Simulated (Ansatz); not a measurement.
**ZrB2: a trial structure relaxed**

Where does ZrB2 go from the start given, random cell with space group I4_1md (No. 109)?

Program: Ansatz 0.2.0. Level of theory: DFT PBE, scalar-relativistic, plane waves, PAW. These are calculated values, not measurements.

### Step 1. The starting structure

The structure is tetragonal, space group I4_1md (No. 109). The conventional cell has a = 5.099 Å, b = 5.099 Å, c = 4.970 Å, α = 90.00°, β = 90.00°, γ = 90.00°. Around Zr (site symmetry 2mm) lie 2 B at 2.04 Å. Around B (site symmetry m) lie 1 B at 1.70 Å and 1 Zr at 2.04 Å.

Structure file:

```
Zr B
1.0
    -2.54958    2.54958    2.48480
     2.54958   -2.54958    2.48480
     2.54958    2.54958   -2.48480
Zr B
2 4
Direct
  0.14653 0.14653 0.00000
  0.89653 0.39653 0.50000
  0.45833 0.62500 0.83333
  0.79167 0.62500 0.16667
  0.37500 0.70833 0.33333
  0.37500 0.04167 0.66667
```

### Step 2. Coarse relaxation

input.yaml reads:

```yaml
crystal:
  lattice:
    - [-2.5495774118, 2.5495774118, 2.4847967609]
    - [2.5495774118, -2.5495774118, 2.4847967609]
    - [2.5495774118, 2.5495774118, -2.4847967609]
  atoms:
    - { symbol: Zr, position: [0.1465343071, 0.1465343071, 0.0] }
    - { symbol: Zr, position: [0.8965343071, 0.3965343071, 0.5] }
    - { symbol: B, position: [0.4583333333, 0.625, 0.8333333333] }
    - { symbol: B, position: [0.7916666667, 0.625, 0.1666666667] }
    - { symbol: B, position: [0.375, 0.7083333333, 0.3333333333] }
    - { symbol: B, position: [0.375, 0.0416666667, 0.6666666667] }
basis:
  ecutwfc: 420
kpoints:
  mp_grid: { grid: [6, 6, 6] }
hamiltonian:
  xc: pbe
scf:
  occupations: { method: gaussian, width: 0.1 }
  lower_state_search: "off"
output:
  forces: true
  stress: true
  eigenvalues: true
relax:
  adjacent_minimum: "off"
  f_tol: 0.04
  max_steps: 70
  cell: { stress_tol: 0.4 }
```

Command:

```sh
ansatz run input.yaml --threads 1 --pin off --max-ram 2560MiB --backend cpu --events-out ev --progress --plain --runs-dir out
```

Further runs follow: full relaxation.

Before running it: what results should come out?

As calculated:

Formation energies count from the elements, computed with the same settings in runs not shown here.

```
                          quantity                                                                      value
               cell (conventional)  a = 4.487 Å, b = 4.487 Å, c = 6.307 Å, α = 90.00°, β = 90.00°, γ = 90.00°
                       space group                                                           I4_1md (No. 109)
                            volume                                                              10.58 Å³/atom
                   gap on the mesh                                                               none (metal)
formation energy from the elements                                                             +0.182 eV/atom
```

What this shows: The space group stayed I4_1md, and from the first guess the volume went from 10.77 to 10.58 Å³/atom. The formation energy of +0.18 eV/atom is positive, so the elements lie lower than this structure; another structure of the compound can lie lower.
